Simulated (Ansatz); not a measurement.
**Au: how the settings move a single-point run**

How sensitive is a single-point run of Au to its settings? A reference run comes first, then one run with altered input.

Computed with Ansatz 0.2.0 (reference: DFT, PBE, all-electron LAPW, scalar-relativistic, unless a step's input says otherwise).

### Step 1. The structure to begin with

The structure is hexagonal, space group P6_3/mmc (No. 194). The conventional cell has a = 2.900 Å, b = 2.900 Å, c = 4.880 Å, α = 90.00°, β = 90.00°, γ = 120.00°. Au (site symmetry -6m2) is surrounded by 12 Au at 2.90 to 2.96 Å.

As a file:

```xyz
2
Lattice="2.9000 0.0000 0.0000 -1.4500 2.5115 0.0000 0.0000 0.0000 4.8800" Properties=species:S:1:pos:R:3 pbc="T T T"
Au    0.0000    1.6743    3.6600
Au    1.4500    0.8372    1.2200
```

### Step 2. Reference

input.yaml

```yaml
crystal:
  lattice:
    - [2.8999984104, 0.0, 0.0]
    - [-1.4499992052, 2.5114722944, 0.0]
    - [0.0, 0.0, 4.88]
  atoms:
    - { symbol: Au, position: [0.3333333333, 0.6666666667, 0.75] }
    - { symbol: Au, position: [0.6666666667, 0.3333333333, 0.25] }
kpoints:
  mp_grid: { grid: [14, 14, 8] }
scf:
  occupations: { method: fermi_dirac, width: 0.03 }
hamiltonian:
  xc: pbe
  pseudopotentials:
    kind: all_electron
    lapw: { basis_error: 0.0005, muffin_tin_radii: { Au: 1.044 } }
output:
  forces: true
  stress: true
  eigenvalues: true
```

The run is started by

```
ansatz run input.yaml --threads 1 --pin off --max-ram 2048MiB --backend cpu --events-out ev --progress --plain --runs-dir out
```

### Step 3. Changed: xc_grid 1

input.yaml: that of step 2 with these lines changed.

```diff
@@ -21 +21,3 @@
   eigenvalues: true
+basis:
+  xc_grid: 1
```

Q: Predict the outcome of this session. Wanted: for each run, ending; energy change; pressure; gap; force.

**Answer**, as computed:

```
         run     ending  energy change  pressure (GPa)  gap (eV)  force (eV/Å)  cycles     time
   reference  converged              0             2.0      0.00          0.00       7  2.4 min
1: xc_grid 1  converged   0.0 meV/atom             2.0      0.00          0.00       7  2.4 min
```

Residual by cycle in the longest SCF loop of each run; runs are numbered as in the table. The quantity is the density residual dr2, in eV.

```
cycle  reference    run 1
    1        1.1      1.1
    2    0.00751  0.00751
    3    0.00427  0.00427
    4     4.3e-4   4.3e-4
    5     2.2e-5   2.2e-5
    6     9.8e-7   9.8e-7
    7     1.9e-8   1.9e-8
```

**Reading.** The changed input (numerical grids) leaves the energy the same to the digits printed.
